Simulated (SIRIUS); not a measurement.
Crystal: Hf.

```
Hf
1.0
    -1.69500    1.65212    1.64091
     1.87648   -1.65155    1.82182
     1.94106    1.89761   -1.64034
Hf
1
Direct
  0.00000 0.00000 0.00000
```

This isn't the form of Hf at room conditions, which is hcp.

| Quantity | Value |
| --- | --- |
| Program | SIRIUS 7.10.0 |
| Task | relaxation of cell and atoms |
| Functional | PBEsol |
| Potentials or basis | PseudoDojo 0.4.1 PBE standard (scalar relativistic) |
| Cutoff | 807 eV |
| Density cutoff | 3227 eV |
| k mesh | 5 × 4 × 4 |
| Occupations | fermi-dirac, width 0.05 eV |
| Spin | no spin polarisation |

At the start: pressure -6.4 GPa; volume 23.30 Å³/atom.

Task: Where does the relaxation end?

Result: Over 16 steps the energy falls by 150.9 meV/atom and the volume is 21.77 Å³/atom (-6.5 %); space group P-1 (No. 2, to 0.05 Å).

Step by step:
```
step  energy change (eV)  largest force (eV/Å)  pressure (GPa)  volume (Å³)
   1              0.0000                0.0000           -6.42        23.30
   2             -0.0691                0.0000           -2.78        22.39
   3             -0.1338                0.0000            5.22        20.87
   4             -0.1449                0.0000            1.69        21.44
   5             -0.1478                0.0000            0.20        21.69
   6             -0.1482                0.0000           -0.05        21.74
   7             -0.1483                0.0000           -0.10        21.76
   8             -0.1488                0.0000           -0.45        21.86
   9             -0.1493                0.0000           -0.13        21.79
  10             -0.1498                0.0000           -0.09        21.79
  11             -0.1502                0.0000            0.05        21.78
  12             -0.1505                0.0000            0.07        21.77
  13             -0.1506                0.0000            0.06        21.77
  14             -0.1508                0.0000           -0.02        21.78
  15             -0.1509                0.0000           -0.03        21.78
  16             -0.1509                0.0000           -0.02        21.77
```

Final structure:
```
Hf
1.0
    -1.83556    1.73541    1.59539
     1.88127   -1.80672    1.68754
     1.85623    1.81565   -1.66929
Hf
1
Cartesian
  0.0000 0.0000 0.0000
```

Caveat: the k mesh is coarse (spacing up to 0.59 Å⁻¹), so the values aren't converged; the potentials were made for another functional, which shifts forces and pressure.
